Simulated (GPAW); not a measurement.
The system is ZrSe2.

```xyz
3
Lattice="3.7980 0.0000 0.0000 -1.8990 3.2892 0.0000 0.0000 0.0000 6.1920" Properties=species:S:1:pos:R:3 pbc="T T T"
Zr    0.0000    0.0000    0.0000
Se    1.8990    1.0964    4.6440
Se    0.0000    2.1928    1.5480
```

Base run:

| Property | Result |
| --- | --- |
| Program | GPAW 26.7.0 |
| Functional | revPBE |
| Potentials or basis | the program's PAW data sets (release 1.2.1) made for this functional |
| Cutoff | 600 eV |
| Basis | pw |
| k mesh | 8 × 8 × 5 |
| Occupations | fermi-dirac, width 0.05 eV |
| Spin | no spin polarisation |

Its results: band gap on the k mesh 0.44 eV, indirect (least direct gap 1.08 eV); pressure 3.2 GPa; largest force 0.317 eV/Å.

The run is repeated on the same cell with these changes: functional from revPBE to RPBE. What comes out?

Band gap on the k mesh 0.45 eV, indirect (least direct gap 1.09 eV); pressure 3.8 GPa; largest force 0.341 eV/Å.

Caveats: this functional lacks dispersion, which binds the layers, so the pressure and a relaxed spacing across them are unreliable.

A k mesh can miss the band edges.
